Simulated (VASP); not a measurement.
# TiCo: convergence, band structure

TiCo, Pm-3m (no. 221), 2 atoms in the cell. RevPBE; PAW potentials Co, Ti_sv (PBE set). VASP 6.6.1.

Wanted: band energies at the path's corners within 0.02 eV.

What the run is for: bands; Accuracy asked: standard; Route: KPOINTS_OPT.

Band energies at the path's corners: counted from the Fermi level of the mesh, whose own shifts they hold.

POSCAR:
```
TiCo
1.0
    2.9861109900      0.0000000000      0.0000000000
    0.0000000000      2.9861109900      0.0000000000
    0.0000000000      0.0000000000      2.9861109900
Co Ti
1 1
Direct
    0.5000000000      0.5000000000      0.5000000000
    0.0000000000      0.0000000000      0.0000000000
```

The series start from Plane-wave cutoff (eV): 320; Smearing width (eV): 0.07; k-point mesh: 10 × 10 × 10; Electronic threshold (eV): 1e-6; Precision mode (PREC): Accurate; Bands in all (NBANDS): 29; Aspherical gradient terms in the spheres (LASPH): yes; Highest l that the mixer handles (LMAXMIX): 4. Each series keeps the choices made before it, and each single choice may use up half of a tolerance.

## Plane-wave cutoff (eV)

| Plane-wave cutoff (eV) | Band energies at the path's corners, largest deviation (eV) | Time (s) |
|---|---|---|
| 220 | 0.087 | 46 |
| 280 | 0.007 | 67 |
| 320 | 0.010 | 103 |
| 360 | 0.006 | 87 |
| 440 | 0.001 | 125 |
| 550 (reference) | 0.000 | 171 |

Chosen: 280, the loosest value from which every tighter one stays within half of the tolerance.

## Smearing width (eV)

| Smearing width (eV) | Band energies at the path's corners, largest deviation (eV) | Time (s) |
|---|---|---|
| 0.3 | 0.184 | 49 |
| 0.2 | 0.087 | 66 |
| 0.15 | 0.053 | 42 |
| 0.1 | 0.026 | 42 |
| 0.07 | 0.013 | 67 |
| 0.04 (reference) | 0.000 | 50 |

Chosen: 0.04; the next looser run is off by more than half of the tolerance, so convergence isn't shown beyond this value.

## k-point mesh

| k-point mesh | Band energies at the path's corners, largest deviation (eV) | Time (s) |
|---|---|---|
| 4 × 4 × 4 | 0.096 | 31 |
| 5 × 5 × 5 | 0.290 | 29 |
| 7 × 7 × 7 | 0.065 | 46 |
| 8 × 8 × 8 | 0.725 | 45 |
| 10 × 10 × 10 | 0.036 | 50 |
| 12 × 12 × 12 | 0.021 | 72 |
| 15 × 15 × 15 (reference) | 0.000 | 72 |

Chosen: 15 × 15 × 15; the next looser run is off by more than half of the tolerance, so convergence isn't shown beyond this value.

## Electronic threshold (eV)

| Electronic threshold (eV) | Band energies at the path's corners, largest deviation (eV) | Time (s) |
|---|---|---|
| 0.001 | 0.042 | 70 |
| 0.0001 | 0.001 | 52 |
| 1e-5 | 0.001 | 62 |
| 1e-6 | 0.000 | 72 |
| 1e-7 (reference) | 0.000 | 68 |

Chosen: 0.0001.

## Precision mode (PREC)

| Precision mode (PREC) | Band energies at the path's corners, largest deviation (eV) | Time (s) |
|---|---|---|
| SingleN | 0.005 | 44 |
| Normal | 0.001 | 34 |
| Accurate (reference) | 0.000 | 52 |

Chosen: SingleN.

## Bands in all (NBANDS)

| Bands in all (NBANDS) | Band energies at the path's corners, largest deviation (eV) | Time (s) |
|---|---|---|
| 19 | 0.001 | 37 |
| 20 | 0.001 | 36 |
| 21 | 0.001 | 32 |
| 23 | 0.001 | 41 |
| 29 | 0.000 | 44 |
| 39 (reference) | 0.000 | 53 |

Chosen: 19.

## Aspherical gradient terms in the spheres (LASPH)

| Aspherical gradient terms in the spheres (LASPH) | Band energies at the path's corners, largest deviation (eV) | Time (s) |
|---|---|---|
| no | 0.190 | 27 |
| yes (reference) | 0.000 | 37 |

Chosen: yes; the one before it in the list is off by more than half of the tolerance.

## Highest l that the mixer handles (LMAXMIX)

| Highest l that the mixer handles (LMAXMIX) | Band energies at the path's corners, largest deviation (eV) | Time (s) |
|---|---|---|
| 2 | 0.002 | 25 |
| 4 | 0.000 | 37 |
| 6 (reference) | 0.000 | 35 |

Chosen: 2.

## All choices together

| Input | Band energies at the path's corners, largest deviation (eV) | Time (s) |
|---|---|---|
| the program's defaults (naive) | 0.245 | 15 |
| chosen settings | 0.013 | 25 |
| reference settings throughout | 0.000 | 216 |

The chosen settings stay within the tolerance of the reference run, but the reference itself isn't shown to be converged in: Smearing width (eV), k-point mesh.

## The input

INCAR:
```
SYSTEM = TiCo
GGA = RE ; ISPIN = 2
MAGMOM = 2 1 ; LORBIT = 11
ISMEAR = 0 ; SIGMA = 0.04
LWAVE = .False. ; LCHARG = .False.
NBANDS = 19 ; PREC = SingleN
LASPH = .True. ; LREAL = .False.
ALGO = Normal ; EDIFF = 1E-4
NELM = 200 ; GGA_COMPAT = .False.
ENCUT = 280 ; LMAXMIX = 2
KPAR = 2
```

KPOINTS:
```
Automatic mesh
0
Gamma
  15 15 15
  0 0 0
```

KPOINTS_OPT:
```
path GXMGRX,MR
12
line-mode
reciprocal
 0.0000000000  0.0000000000  0.0000000000  G
 0.0000000000  0.5000000000  0.0000000000  X

 0.0000000000  0.5000000000  0.0000000000  X
 0.5000000000  0.5000000000  0.0000000000  M

 0.5000000000  0.5000000000  0.0000000000  M
 0.0000000000  0.0000000000  0.0000000000  G

 0.0000000000  0.0000000000  0.0000000000  G
 0.5000000000  0.5000000000  0.5000000000  R

 0.5000000000  0.5000000000  0.5000000000  R
 0.0000000000  0.5000000000  0.0000000000  X

 0.5000000000  0.5000000000  0.0000000000  M
 0.5000000000  0.5000000000  0.5000000000  R
```

Commands:
```
cat potpaw_PBE.64/Co/POTCAR potpaw_PBE.64/Ti_sv/POTCAR > POTCAR
mpirun -np 2 vasp_std > vasp.out
```

Limits: The moments start parallel; another order may lie lower.

The chosen input took VASP 6.6.1 25 s on 2 cores (AMD EPYC 7R43 (Zen 3)), a shared host.

## An input that fails: fixed density asked without a density file

VASP's message: ERROR: charge density could not be read from file CHGCAR for ICHARG>10.

Changes against the starting input:
```
- NELM = 200
+ NELM = 55
+ ICHARG = 11
```
